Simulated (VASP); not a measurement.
Ga:

```
Ga
1.0
     1.38300   -4.02650    0.00000
     1.38300    4.02650    0.00000
    -0.11745    0.00000    3.32993
Ga
2
Direct
  0.13100 0.86900 0.75000
  0.86900 0.13100 0.25000
```

This isn't the form of Ga at room conditions, which is orthorhombic.

| Quantity | Value |
| --- | --- |
| Program | VASP 6.6.1 |
| Task | single point |
| Functional | PBE |
| Potentials or basis | VASP PAW PBE potentials, release 64 (Ga_d) |
| Cutoff | 520 eV |
| k mesh | 10 × 10 × 8 |
| Occupations | fermi-dirac, width 0.05 eV |
| Spin | no spin polarisation |

On this cell: pressure 1.8 GPa; largest force 0.203 eV/Å; band gap on the k mesh none (metal or under the smearing width).

The same run follows on a disturbed copy (atoms moved at random, drawn with an rms of 0.05 Å):

```xyz
2
Lattice="1.3830 -4.0265 0.0000 1.3830 4.0265 0.0000 -0.1174 0.0000 3.3299" Properties=species:S:1:pos:R:3 pbc="T T T"
Ga    1.2589    2.9790    2.4919
Ga    1.3540   -2.9564    0.7880
```

Q: What changes?

A: The energy (extrapolated to zero smearing) moves by +0.1 meV/atom; pressure 1.8 GPa; largest force 0.184 eV/Å; band gap on the k mesh none (metal or under the smearing width).

Forces on the atoms (eV/Å):
```
Ga   0.005 -0.167 -0.077
Ga  -0.005  0.167  0.077
```

Stress tensor (GPa, compression positive):
```
2.56 0.00 0.44
0.00 1.98 0.13
0.44 0.13 0.73
```
